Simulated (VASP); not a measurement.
## Results of a VASP single-point calculation on Si (strained diamond)

POSCAR

```
Si
 1.0000000000000000
     0.0000000000000000    2.6404553287999999    2.6404553287999999
     2.6404553287999999    0.0000000000000000    2.6404553287999999
     2.6404553287999999    2.6404553287999999    0.0000000000000000
 Si
   2
Cartesian
  0.0000000000000000  0.0000000000000000  0.0000000000000000
  1.3202276643999999  1.3202276643999999  1.3202276643999999
```

The gap between bands v and c is 0.41 eV and the least direct gap is 2.59 eV.

Band v is the last that the valence electrons fill when counted band by band, and c is the next. Levels in eV from the top of v:

```csv
point,v−1,v,c,c+1
Γ,0.00,0.00,2.59,2.59
X,-3.08,-3.08,0.53,0.53
K,-4.71,-2.62,1.07,4.18
L,-1.27,-1.27,1.84,3.29
W,-4.22,-4.22,4.25,4.25
```

Task: Which of these levels of theory gave these results?
A. HSE06
B. PBE0
C. r²SCAN
D. PBE with spin–orbit coupling
E. LDA
F. PBE
G. PBEsol

Result: F.

The INCAR was:

```
PREC = Accurate
LWAVE = .FALSE.
ISIF = 2
LREAL = .FALSE.
IBRION = -1
SIGMA = 0.02
NSW = 0
ENCUT = 520
GGA = PE
LASPH = .TRUE.
NBANDS = 11
EDIFF = 1E-7
LCHARG = .FALSE.
NELM = 120
ISMEAR = -1
```
